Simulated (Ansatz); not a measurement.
# BaS: the cost of one run

Program: Ansatz 0.2.0. Level of theory: DFT PBE, scalar-relativistic, plane waves, PAW. These are calculated values, not measurements.

### 1 Starting point

Symmetry: Fm-3m, No. 225, cubic system. The conventional cell has a = 6.451 Å, b = 6.451 Å, c = 6.451 Å, α = 90.00°, β = 90.00°, γ = 90.00°. Around Ba (site symmetry m-3m) lie 6 S at 3.23 Å. S (site symmetry m-3m) has 6 Ba at 3.23 Å as nearest neighbours.

Coordinates:

```cif
data_structure
_symmetry_space_group_name_H-M 'P 1'
_symmetry_Int_Tables_number 1
_cell_length_a 4.5618
_cell_length_b 4.5618
_cell_length_c 4.5618
_cell_angle_alpha 60.000
_cell_angle_beta 60.000
_cell_angle_gamma 60.000
_cell_volume 67.13
loop_
_atom_site_label
_atom_site_type_symbol
_atom_site_fract_x
_atom_site_fract_y
_atom_site_fract_z
_atom_site_occupancy
Ba1 Ba 0.00000 0.00000 0.00000 1
S1 S 0.50000 0.50000 0.50000 1
```

This is candidate A: structure listed in a database for this formula (Fm-3m, No. 225).

(A quick probe on a coarse mesh, which set the mesh and smearing, is not shown.)

### 3 Relaxing cell and atoms (candidate A)

input.yaml reads:

```yaml
crystal:
  lattice:
    - [0.0, 3.225675618, 3.225675618]
    - [3.225675618, 0.0, 3.225675618]
    - [3.225675618, 3.225675618, 0.0]
  atoms:
    - { symbol: Ba, position: [0.0, 0.0, 0.0] }
    - { symbol: S, position: [0.5, 0.5, 0.5] }
basis:
  ecutwfc: 420
kpoints:
  mp_grid: { grid: [8, 8, 8] }
hamiltonian:
  xc: pbe
scf:
  occupations: { method: gaussian, width: 0.02 }
output:
  forces: true
  stress: true
  eigenvalues: true
relax:
  adjacent_minimum: "off"
  f_tol: 0.01
  max_steps: 80
  cell: { stress_tol: 0.05 }
```

The run is started by

```sh
$ ansatz run input.yaml --threads 1 --pin off --max-ram 2560MiB --backend cpu --events-out ev --progress --plain --runs-dir out
```

Q: Estimate wall time and peak memory on 1 thread of Arm Neoverse V2, shared host.

About 5.9 s, with a peak of 0.34 GiB.
